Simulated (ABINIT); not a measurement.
## C: equation of state with rPW86PBE

**The experiment to reproduce.**

“Equation of state of cubic boron nitride at high pressures and temperatures”, 2007, arxiv:cond-mat/0702656 quotes, for a bulk crystal of C: bulk modulus 442 ± 5 GPa.

C:

```
C
1.0
     0.00000    1.78337    1.78337
     1.78337    0.00000    1.78337
     1.78337    1.78337    0.00000
C
2
Direct
  0.75000 0.75000 0.75000
  0.50000 0.50000 0.50000
```

This isn't the form of C at room conditions, which is graphite.

- Program: ABINIT 10.8.3 (patched build)
- Task: equation of state
- Functional: rPW86PBE
- Potentials or basis: PseudoDojo NC SR PBE v0.4.1 standard
- Cutoff: 1116 eV
- k mesh: 13 × 13 × 13
- Occupations: fermi-dirac, width 0.05 eV
- Spin: no spin polarisation

The equilibrium volume is 5.86 Å³/atom and the bulk modulus is 403 GPa. The pressure derivative of the bulk modulus is 3.7.

Energy against volume, from the lowest point:
```csv
volume (Å³/atom),energy (meV/atom)
5.332,69.10
5.445,41.11
5.558,20.85
5.672,7.66
5.785,0.89
5.899,0.00
6.012,4.47
```

It took 85 s on 1 thread of Arm Neoverse V1 (shared host), peak memory 0.11 GiB.

Measured bulk modulus of C: 442 GPa (quoted in “Equation of state of cubic boron nitride at high pressures and temperatures”, 2007, arxiv:cond-mat/0702656). This calculation gives 403 GPa (-8.7 %). 3 values of this kind are on record (442 to 444.8 GPa); this one was drawn at random among those near their median, those with a stated uncertainty first. The fit is for a static lattice scaled at fixed shape and fixed fractional positions.

Caveat: pressures at fixed basis lie under the slope of the energies; the potentials were made for another functional, which shifts forces and pressure.
